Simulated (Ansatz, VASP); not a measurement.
# Mn: VASP beside Ansatz

Contents of INCAR:

```
PREC = Accurate
ENCUT = 600
EDIFF = 1E-6
ISMEAR = -1
SIGMA = 0.1
LREAL = F
LASPH = T
NELM = 80
ALGO = Normal
ISIF = 3
LWAVE = F
LCHARG = F
GGA = B5
ALDAX = 1.0
AGGAX = 1.0
AGGAC = 1.0
ALDAC = 0.0
IBRION = 2
NSW = 80
EDIFFG = -0.01
```

KPOINTS

```
regular mesh
0
Gamma
  11 11 11
```

The input POSCAR:

```
Mn
1.0
    0.0000000000      2.5125686141      2.5125686141
    2.5125686141      0.0000000000      2.5125686141
    2.5125686141      2.5125686141      0.0000000000
Mn
2
Direct
    0.1250000000      0.1250000000      0.1250000000
    0.8750000000      0.8750000000      0.8750000000
```

Input for Ansatz:

```yaml
crystal:
  lattice:
    - [0.0, 2.5125686141, 2.5125686141]
    - [2.5125686141, 0.0, 2.5125686141]
    - [2.5125686141, 2.5125686141, 0.0]
  atoms:
    - { symbol: Mn, position: [0.125, 0.125, 0.125] }
    - { symbol: Mn, position: [0.875, 0.875, 0.875] }
hamiltonian:
  xc: blyp
  pseudopotentials:
    kind: paw
    azcp:
      Mn: "pseudopotentials/Mn.paw.azcp"
basis:
  ecutwfc: 420
  fft_grid_basis: typed
kpoints:
  mp_grid: { grid: [11, 11, 11], shift: [0, 0, 0] }
magnetization:
  spin_polarized: false
scf:
  occupations: { method: fermi_dirac, width: 0.1 }
relax:
  max_steps: 60
  f_tol: 0.01
  cell: {}
output:
  write_density: true
  write_potential: true
  elf: true
  volumetric_format: npy
```

The cell was built by a generator and needn't be a form met in nature.

Alike in both runs: task relaxation of cell and atoms; functional BLYP; k mesh 11 × 11 × 11; occupations fermi-dirac, width 0.1 eV; no spin polarisation.

|  | VASP | Ansatz |
| --- | --- | --- |
| version | VASP 6.6.1 | Ansatz 0.2.0 |
| potentials or method | VASP PAW PBE potentials, release 64 (Mn_pv) | plane waves (420 eV) with PAW, scalar-relativistic |
| plane-wave cutoff (eV) | 600 | 420 |
| valence electrons in the cell | 26 | 30 |

|  | VASP | Ansatz | Ansatz less VASP |
| --- | --- | --- | --- |
| relaxed volume (Å³/atom) | 15.83 | 15.78 | -0.053 |
| relaxed cell length with the largest relative difference (Å) | 3.551 | 3.547 | -0.0040 |

The two sets of potentials don't hold the same shells in valence.

Caveats: the PAW data sets were made with another functional, which shifts forces and pressure a little (VASP); the run has no spin polarisation, though such a crystal can be magnetic. Spin polarisation is off, so any magnetic state and its effect on volume and gap are missing.
